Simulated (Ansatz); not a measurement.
Runs of Ansatz 0.2.0 on Pb. The structure is monoclinic, space group C2/m (No. 12). The conventional cell has a = 6.077 Å, b = 3.501 Å, c = 6.452 Å, α = 90.00°, β = 109.14°, γ = 90.00°. Pb (site symmetry m) has 10 Pb at 3.34 to 3.51 Å as nearest neighbours. This isn't the form of Pb at room conditions, which is fcc.

```csv
task,level,cell,k mesh,cutoff (eV),points for each segment of the path,mesh quality,gap on the mesh (eV),pressure (GPa),relaxed volume (Å³/atom),largest force (eV/Å)
band structure,LDA,as given,5 × 5 × 3,420,14,coarse,none,-2.8,-,(b)
relaxation of cell and atoms,PBEsol+D3(BJ),relaxed,9 × 9 × 5,420,-,not flagged,none,0.0,(a),-
band structure,r2SCAN,as given,5 × 5 × 3,500,14,coarse,none,0.0,-,0.07
relaxation of cell and atoms,PBEsol+D3(BJ)+ATM,relaxed,9 × 9 × 5,420,-,not flagged,none,0.0,28.70,-
```

Alike in all rows: potentials or basis Ansatz PAW; no spin polarisation; smearing fermi-dirac 0.05 eV.

**Question.** Fill in the values left out.

**Answer.** (a) 28.56; (b) 0.10.

Caveats: some runs use coarse meshes; the PAW data sets come from PBE, with cores solved anew for the run's functional, which leaves a small shift of forces and pressure; the plane-wave basis is chosen anew once the cell has moved, so the energies of steps on either side of that aren't comparable (some runs); pairwise dispersion overbinds metals, which lowers pressure and volume (some runs).

A k mesh can miss the band edges, and the runs leave out spin-orbit coupling on Pb.

A gap of «none» marks a metal or a gap under the smearing width.

Not every run made on this cell is shown here.
